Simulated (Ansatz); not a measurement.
Crystal: LiCl.

```xyz
2
Lattice="0.0000 2.5648 2.5648 2.5648 0.0000 2.5648 2.5648 2.5648 0.0000" Properties=species:S:1:pos:R:3 pbc="T T T"
Cl    2.5648    2.5648    2.5648
Li    0.0000    0.0000    0.0000
```

```yaml
Program: Ansatz 0.2.0
Task: relaxation of cell and atoms
Functional: PBEsol
Dispersion: D4
Potentials_or_basis: Ansatz PAW
Cutoff: "420 eV (not typed: the program's choice for these potentials)"
k_mesh: 9 × 9 × 9
Occupations: fermi-dirac, width 0.05 eV
Spin: no spin polarisation
```

At the start: volume 16.87 Å³/atom.

Question: How do energy, volume and symmetry change on relaxing?

Answer: It ends after 5 steps and the volume is 15.93 Å³/atom (-5.6 %); space group Fm-3m (No. 225, to 0.05 Å).

The path:
```
step  energy change (eV)  largest force (eV/Å)  volume (Å³)
   1              0.0000                0.0000        33.74
   2             -0.0101                0.0000        32.47
   3             -0.0114                0.0000        31.81
   4             -0.0114                0.0000        31.87
   5             -0.0114                0.0000        31.87
```

Final structure:
```cif
data_structure
_symmetry_space_group_name_H-M 'P 1'
_symmetry_Int_Tables_number 1
_cell_length_a 3.5586
_cell_length_b 3.5586
_cell_length_c 3.5586
_cell_angle_alpha 60.000
_cell_angle_beta 60.000
_cell_angle_gamma 60.000
_cell_volume 31.87
loop_
_atom_site_label
_atom_site_type_symbol
_atom_site_fract_x
_atom_site_fract_y
_atom_site_fract_z
_atom_site_occupancy
Cl1 Cl 0.50000 0.50000 0.50000 1
Li1 Li 0.00000 0.00000 0.00000 1
```

Caveat: the plane-wave basis is chosen anew once the cell has moved, so the energies of steps on either side of that aren't comparable; the PAW data sets come from PBE, with cores solved anew for the run's functional, which leaves a small shift of forces and pressure.
